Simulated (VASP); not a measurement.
**Zn: equation of state with LDA**

Zn:

```xyz
1
Lattice="0.0000 1.8912 1.8912 1.8912 0.0000 1.8912 1.8912 1.8912 0.0000" Properties=species:S:1:pos:R:3 pbc="T T T"
Zn    0.0000    0.0000    0.0000
```

This isn't the form of Zn at room conditions, which is hcp.

- Program: VASP 6.6.1
- Task: equation of state
- Functional: LDA
- Potentials or basis: VASP PAW LDA potentials, release 64 (Zn)
- Cutoff: 520 eV
- k mesh: 10 × 10 × 10
- Occupations: fermi-dirac, width 0.05 eV
- Spin: no spin polarisation

* Equilibrium volume: 13.55 Å³/atom
* Bulk modulus: 100 GPa
* Pressure derivative of the bulk modulus: 5.7 (rough: it moves with the points fitted)

Energy against volume, from the lowest point:
| volume (Å³/atom) | energy (meV/atom) |
| --- | --- |
| 12.988 | 8.02 |
| 13.258 | 2.06 |
| 13.529 | 0.00 |
| 13.800 | 1.36 |
| 14.070 | 5.70 |

All runs of the series together: 23 s on 1 thread of Intel(R) Xeon(R) Platinum 8259CL CPU @ 2.50GHz (Skylake/Cascade Lake), with other jobs on the host.
